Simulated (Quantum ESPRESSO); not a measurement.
GaN, 2 atoms in the cell. It takes space group F-43m (No. 216, cubic). Conventional cell: a = 4.507 Å, b = 4.507 Å, c = 4.507 Å, α = 90.00°, β = 90.00°, γ = 90.00°. Around Ga (site symmetry -43m) lie 4 N at 1.95 Å. N (site symmetry -43m) is surrounded by 4 Ga at 1.95 Å. The cell is a database's computed one.

```yaml
Program: Quantum ESPRESSO 7.5
Task: band structure
Functional: SCAN
Potentials_or_basis: SG15 PBE 1.2
Cutoff: 1197 eV
Density_cutoff: 4789 eV
k_mesh: 8 × 8 × 8
Occupations: fermi-dirac, width 0.05 eV
Spin: no spin polarisation
Symmetry: off
Mixing_beta: 0.5
Most_SCF_iterations: 120
SCF_threshold: 1e-08 Ry
```

Potentials or basis: SG15 PBE 1.2.

Launch:

```console
$ OMP_NUM_THREADS=1 pw.x -in pw.in > pw.out
$ OMP_NUM_THREADS=1 pw.x -in bands.in > bands.out
```

Hardware: 1 thread of Arm Neoverse V1, with other jobs on the host.

Task: How long does it take, and how much memory?

Result: It took 9.5 min on 1 thread of Arm Neoverse V1, on a shared host, peak memory 0.18 GiB. Counts: scf iterations 11, k pools 1, bands 15, k points 260, g dense 17153.
